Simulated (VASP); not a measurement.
# GaN (F-43m) in VASP: further runs

Aim: see how the results for GaN move with the level of theory and the settings. Levels: LDA, PBEsol, PBE. Tasks: relaxation of cell and atoms.

Everything below comes from runs of VASP 6.6.1. Logs are shortened: lines on timing, memory, paths and dates and some standing lists are left out, and cuts for length are marked.

### 1 Starting point

It takes space group F-43m (No. 216, cubic). The conventional cell has a = 4.507 Å, b = 4.507 Å, c = 4.507 Å, α = 90.00°, β = 90.00°, γ = 90.00°. Around Ga (site symmetry -43m) lie 4 N at 1.95 Å. Around N (site symmetry -43m) lie 4 Ga at 1.95 Å.

The cell is a database's computed one.

### 2 Relaxation of cell and atoms, LDA

INCAR

```
PREC = Accurate
ENCUT = 600
EDIFF = 1E-6
ISMEAR = 0
SIGMA = 0.03
LREAL = False
LASPH = True
NELM = 80
ALGO = Normal
ISIF = 3
LWAVE = False
LCHARG = False
IBRION = 2
NSW = 90
EDIFFG = -0.01
```

KPOINTS

```
regular mesh
0
Gamma
  10 10 10
```

POSCAR

```
GaN
1.0
    0.0000000000      2.2535006075      2.2535006075
    2.2535006075      0.0000000000      2.2535006075
    2.2535006075      2.2535006075      0.0000000000
Ga N
1 1
Direct
    0.0000000000      0.0000000000      0.0000000000
    0.7500000000      0.7500000000      0.7500000000
```

Potentials or basis: VASP PAW LDA potentials, release 64 (Ga_d, N).

Run with:

```bash
> cat potpaw_LDA.64/Ga_d/POTCAR potpaw_LDA.64/N/POTCAR > POTCAR
> mpirun -np 1 vasp_std > vasp.out
```

OUTCAR:

```text
PREC = Accurate
   ENCUT = 600
   EDIFF = 1E-6
   ISMEAR = 0
   LREAL = False
   LASPH = True
   NELM = 80
   ISIF = 3
   IBRION = 2
   NSW = 90
   EDIFFG = -0.01

 ion  position               nearest neighbor table
   1  0.000  0.000  0.000-   2 1.95   2 1.95   2 1.95   2 1.95
   2  0.750  0.750  0.750-   1 1.95   1 1.95   1 1.95   1 1.95

  LATTYP: Found a face centered cubic cell.
 ALAT       =     4.5070012150

  Lattice vectors:

 A1 = (   0.0000000000,   2.2535006075,   2.2535006075)
 A2 = (   2.2535006075,   0.0000000000,   2.2535006075)
 A3 = (   2.2535006075,   2.2535006075,   0.0000000000)

Analysis of symmetry for initial positions (statically):
=====================================================================
 Subroutine PRICEL returns:
 Original cell was already a primitive cell.

 Routine SETGRP: Setting up the symmetry group for a
 face centered cubic supercell.

 Subroutine GETGRP returns: Found 24 space group operations
 (whereof 24 operations were pure point group operations)
 out of a pool of 48 trial point group operations.

The static configuration has the point symmetry T_d .

Analysis of symmetry for dynamics (positions and initial velocities):
=====================================================================
 Subroutine PRICEL returns:
 Original cell was already a primitive cell.

 Routine SETGRP: Setting up the symmetry group for a
 face centered cubic supercell.

 Subroutine GETGRP returns: Found 24 space group operations
 (whereof 24 operations were pure point group operations)
 out of a pool of 48 trial point group operations.

The dynamic configuration has the point symmetry T_d .

 Subroutine INISYM returns: Found 24 space group operations
 (whereof 24 operations are pure point group operations),
 and found     1 'primitive' translations

----------------------------------------------------------------------------------------

                                     Primitive cell

  volume of cell :      22.8877

  direct lattice vectors                    reciprocal lattice vectors
     0.000000000  2.253500607  2.253500607    -0.221877020  0.221877020  0.221877020
     2.253500607  0.000000000  2.253500607     0.221877020 -0.221877020  0.221877020
     2.253500607  2.253500607  0.000000000     0.221877020  0.221877020 -0.221877020

  length of vectors
     3.186931122  3.186931122  3.186931122     0.384302272  0.384302272  0.384302272

  position of ions in fractional coordinates (direct lattice)
     0.000000000  0.000000000  0.000000000
     0.750000000  0.750000000  0.750000000

  ion indices of the primitive-cell ions
   primitive index   ion index
                 1           1
                 2           2

----------------------------------------------------------------------------------------

 KPOINTS: regular mesh

Automatic generation of k-mesh.
 Grid dimensions read from file:
 generate k-points for:   10   10   10

 Generating k-lattice:

  Cartesian coordinates                     Fractional coordinates (reciprocal lattice)
    -0.022187702  0.022187702  0.022187702     0.100000000  0.000000000  0.000000000
     0.022187702 -0.022187702  0.022187702     0.000000000  0.100000000  0.000000000
     0.022187702  0.022187702 -0.022187702     0.000000000  0.000000000  0.100000000

  Length of vectors
     0.038430227  0.038430227  0.038430227

  Shift w.r.t. Gamma in fractional coordinates (k-lattice)
     0.000000000  0.000000000  0.000000000

 Subroutine IBZKPT returns following result:
 ===========================================

 Found     47 irreducible k-points:

 Following reciprocal coordinates:
            Coordinates               Weight
  0.000000  0.000000  0.000000      1.000000
  0.100000  0.000000  0.000000      8.000000
  0.200000  0.000000  0.000000      8.000000
  0.300000  0.000000  0.000000      8.000000
  0.400000  0.000000  0.000000      8.000000
  0.500000  0.000000  0.000000      4.000000
[... 16 lines left out ...]
  0.300000  0.300000  0.000000      6.000000
  0.400000  0.300000  0.000000     24.000000
 [... further k-points ...]
   k-points           NKPTS =     47   k-points in BZ     NKDIM =     47   number of bands    NBANDS=     13
   number of dos      NEDOS =    301   number of ions     NIONS =      2
   total plane-waves  NPLWV =  21952
   dimension x,y,z NGX =    28 NGY =   28 NGZ =   28
   dimension x,y,z NGXF=    56 NGYF=   56 NGZF=   56
   ions per type =               1   1
   NGX,Y,Z   is equivalent  to a cutoff of  14.61, 14.61, 14.61 a.u.
   NGXF,Y,Z  is equivalent  to a cutoff of  29.21, 29.21, 29.21 a.u.
 SYSTEM =  unknown system
   PREC   = accura    normal or accurate (medium, high low for compatibility)
   ISTART =      0    job   : 0-new  1-cont  2-samecut
   ICHARG =      2    charge: 1-file 2-atom 10-const
   ISPIN  =      1    spin polarized calculation?
   LNONCOLLINEAR =      F non collinear calculations
   LSORBIT =      F    spin-orbit coupling
   LASPH  =      T    aspherical Exc in radial PAW
   ENCUT  =  600.0 eV  44.10 Ry    6.64 a.u.   6.37  6.37  6.37*2*pi/ulx,y,z
   NELM   =     80;   NELMIN=  2; NELMDL= -5     # of ELM steps
   EDIFF  = 0.1E-05   stopping-criterion for ELM
   LREAL  =      F    real-space projection
   EDIFFG = -.1E-01   stopping-criterion for IOM
   NSW    =     90    number of steps for IOM
   IBRION =      2    ionic relax: 0-MD 1-quasi-New 2-CG
   NFREE  =      1    steps in history (QN), initial steepest desc. (CG)
   ISIF   =      3    stress and relaxation
   ISYM   =      2    0-nonsym 1-usesym 2-fastsym
   POTIM  = 0.5000    time-step for ionic-motion
   TEBEG  =    0.0;   TEEND  =   0.0 temperature during run
   PSTRESS=    0.0 pullay stress
   NELECT =      18.0000    total number of electrons
   NUPDOWN=      -1.0000    fix difference up-down
   EMIN   =  10.00;   EMAX   =-10.00  energy-range for DOS
   EFERMI =   0.00;   METHOD = LEGACY
   ISMEAR =     0;   SIGMA  =   0.03  broadening in eV -4-tet -1-fermi 0-gaus
   EFERMI_NEDOS =   21; number of points for ismear=-14 and -15
   IALGO  =     38    algorithm
   IMIX   =      4    mixing-type and parameters
     AMIX     =   0.40;   BMIX     =  1.00
     AMIX_MAG =   1.60;   BMIX_MAG =  1.00
  volume/ion in A,a.u.               =      11.44        77.23
  Fermi-wavevector in a.u.,A,eV,Ry     =   1.511117  2.855596 31.068543  2.283473
  Thomas-Fermi vector in A             =   2.621216
   LORBIT       =      0    0 simple, 1 ext, 2 COOP (PROOUT), +10 PAW based schemes
   GGA     = CA    functional components
   LHFCALC =     F    Hartree Fock is set to
   AEXX    =    0.0000 exact exchange contribution
   IVDW    =     0    specifies the selected vdW correction
   LEPSILON=     F    determine dielectric tensor
   LRPA    =     F    only Hartree local field effects (RPA)
 conjugate gradient relaxation of ions
 non-spin polarized calculation
 Gauss-broadening in eV      SIGMA  =   0.03
  energy-cutoff  :      600.00
  volume of cell :       22.89
 maximum number of plane-waves:       785
 NGX is ok and might be reduce to    28
   NGX = 13   NGY = 13   NGZ = 13

--------------------------------------- Ionic step        1  -------------------------------------------

 number of electron      18.0000005 magnetization

 Free energy of the ion-electron system (eV)
  ---------------------------------------------------
  ext. energy  EPLUGINS =         0.00000000
  ---------------------------------------------------
  free energy    TOTEN  =       -13.93335767 eV

  energy without entropy =      -13.93335767  energy(sigma->0) =      -13.93335767

------------------------ aborting loop because EDIFF is reached ----------------------------------------

  FORCE on cell =-STRESS in cart. coord.  units (eV):
  Direction    XX          YY          ZZ          XY          YZ          ZX
  --------------------------------------------------------------------------------------
  -------------------------------------------------------------------------------------
  Total       -0.7995329     -0.7995329     -0.7995329     -0.0000000      0.0000000     -0.0000000
  in kB      -55.9685279    -55.9685279    -55.9685279     -0.0000000      0.0000000     -0.0000000
  external PRESSURE =     -55.9685279 kB  Pullay stress =       0.0000000 kB

 VOLUME and BASIS-vectors are now :
 -----------------------------------------------------------------------------
  energy-cutoff  :      600.00
  volume of cell :       22.89
      direct lattice vectors                 reciprocal lattice vectors
     0.000000000  2.253500607  2.253500607    -0.221877020  0.221877020  0.221877020
     2.253500607  0.000000000  2.253500607     0.221877020 -0.221877020  0.221877020
     2.253500607  2.253500607  0.000000000     0.221877020  0.221877020 -0.221877020
[... 37 lines left out ...]
 POSITION                                       TOTAL-FORCE (eV/Angst)
 -----------------------------------------------------------------------------------
      4.42008      4.42008      4.42008         0.000000      0.000000      0.000000
      3.31506      3.31506      3.31506        -0.000000     -0.000000     -0.000000
 -----------------------------------------------------------------------------------
    total drift:                                0.000000      0.000000      0.000000

  FREE ENERGIE OF THE ION-ELECTRON SYSTEM (eV)
  ---------------------------------------------------
  free  energy   TOTEN  =       -13.9336359463 eV

  energy  without entropy=      -13.9336359463  energy(sigma->0) =      -13.93363595

--------------------------------------- Ionic step        3  -------------------------------------------

 number of electron      18.0000001 magnetization

 Free energy of the ion-electron system (eV)
  ---------------------------------------------------
  ext. energy  EPLUGINS =         0.00000000
  ---------------------------------------------------
  free energy    TOTEN  =       -13.94539604 eV

  energy without entropy =      -13.94539604  energy(sigma->0) =      -13.94539604

 E-fermi :   5.4825     XC(G=0): -12.2768

 val. band max:        5.3612970629   @ k =   0.0000   0.0000   0.0000
 cond. band min:       7.3010500282   @ k =   0.0000   0.0000   0.0000
 fundamental gap:      1.9397529652
 Fermi energy:         5.4825496252

 k-point     1 :       0.0000    0.0000    0.0000
  band No.  band energies     occupation
      1     -10.7015      2.00000
      2      -8.2231      2.00000
      3      -8.2231      2.00000
      4      -8.2231      2.00000
      5      -7.8742      2.00000
      6      -7.8742      2.00000
      7       5.3613      2.00000
      8       5.3613      2.00000
      9       5.3613      2.00000
     10       7.3011      0.00000
     11      15.6563      0.00000
     12      15.6563      0.00000
     13      15.6563      0.00000

 k-point     2 :       0.1000    0.0000    0.0000
  band No.  band energies     occupation
      1     -10.5831      2.00000
      2      -8.2083      2.00000
      3      -8.2083      2.00000
      4      -8.1847      2.00000
      5      -7.8758      2.00000
      6      -7.8758      2.00000
      7       4.2811      2.00000
      8       5.2489      2.00000
      9       5.2489      2.00000
     10       8.1156      0.00000
     11      15.1582      0.00000
[... 339 lines left out ...]
 k-point    24 :       0.4000    0.3000    0.0000
  band No.  band energies     occupation
      1      -9.6722      2.00000
      2      -8.0896      2.00000
      3      -7.9795      2.00000
      4      -7.9783      2.00000
      5      -7.8083      2.00000
      6      -6.8755      2.00000
      7       0.2471      2.00000
      8       2.7638      2.00000
      9       3.1022      2.00000
     10       9.7689      0.00000
     11      12.5621      0.00000
     12      16.1564      0.00000
     13      18.2946      0.00000

 [... further k-points ...]
[... 5 lines left out ...]
  --------------------------------------------------------------------------------------
  -------------------------------------------------------------------------------------
  Total        0.0051504      0.0051504      0.0051504     -0.0000000      0.0000000     -0.0000000
  in kB        0.3713474      0.3713474      0.3713474     -0.0000000      0.0000000     -0.0000000
  external PRESSURE =       0.3713474 kB  Pullay stress =       0.0000000 kB

 VOLUME and BASIS-vectors are now :
 -----------------------------------------------------------------------------
  energy-cutoff  :      600.00
  volume of cell :       22.22
      direct lattice vectors                 reciprocal lattice vectors
    -0.000000000  2.231418628  2.231418628    -0.224072701  0.224072701  0.224072701
     2.231418628  0.000000000  2.231418628     0.224072701 -0.224072701  0.224072701
     2.231418628  2.231418628 -0.000000000     0.224072701  0.224072701 -0.224072701

 POSITION                                       TOTAL-FORCE (eV/Angst)
 -----------------------------------------------------------------------------------
      0.00000      0.00000      0.00000        -0.000000     -0.000000     -0.000000
      3.34713      3.34713      3.34713         0.000000      0.000000      0.000000
 -----------------------------------------------------------------------------------
    total drift:                                0.000000      0.000000     -0.000000

  FREE ENERGIE OF THE ION-ELECTRON SYSTEM (eV)
  ---------------------------------------------------
  free  energy   TOTEN  =       -13.9453960427 eV

  energy  without entropy=      -13.9453960427  energy(sigma->0) =      -13.94539604

 reached required accuracy - stopping structural energy minimisation
```

Wall time 40 s (1 thread of Intel Xeon Platinum 8488C (Sapphire Rapids), shared host); peak memory 0.16 GiB.

Results:

```
Free energy                            : -13.9454 eV
Relaxed volume                         : 11.11 Å³/atom
Relaxed cell                           : a = 3.156 Å, b = 3.156 Å, c = 3.156 Å, α = 60.00°, β = 60.00°, γ = 60.00°
Space group after relaxing (to 0.05 Å) : F-43m (No. 216)
Energy gained by relaxing              : 6.0 meV/atom
Ionic steps                            : 3
Pressure after relaxing                : 0.0 GPa
Band gap on the k mesh                 : 1.94 eV, direct
```

Step by step:
```csv
step,energy change (eV),largest force (eV/Å),pressure (GPa),volume (Å³)
1,0.0000,0.0000,-5.60,22.89
2,-0.0003,0.0000,6.11,21.59
3,-0.0120,0.0000,0.04,22.22
```

Final structure:
```yaml
crystal:
  lattice:
    - [0.00000, 2.23142, 2.23142]
    - [2.23142, 0.00000, 2.23142]
    - [2.23142, 2.23142, 0.00000]
  atoms:
    - { symbol: Ga, position: [0.00000, 0.00000, 0.00000] }
    - { symbol: N, position: [0.75000, 0.75000, 0.75000] }
```

Levels at points of the mesh, in eV from the valence-band top:
| k point | band 5 | band 6 | band 7 | band 8 | band 9 | band 10 | band 11 | band 12 | band 13 |
| --- | --- | --- | --- | --- | --- | --- | --- | --- | --- |
| (0.00, 0.00, 0.00) | -13.24 | -13.24 | 0.00 | 0.00 | 0.00 | 1.94 | 10.29 | 10.29 | 10.29 |
| (0.50, 0.00, 0.00) | -13.18 | -11.86 | -7.32 | -1.02 | -1.02 | 4.75 | 8.74 | 10.36 | 10.36 |
| (0.50, 0.50, 0.00) | -13.15 | -11.38 | -6.33 | -2.84 | -2.84 | 3.26 | 6.66 | 11.71 | 14.07 |

(Continued in part 2 of 2.)
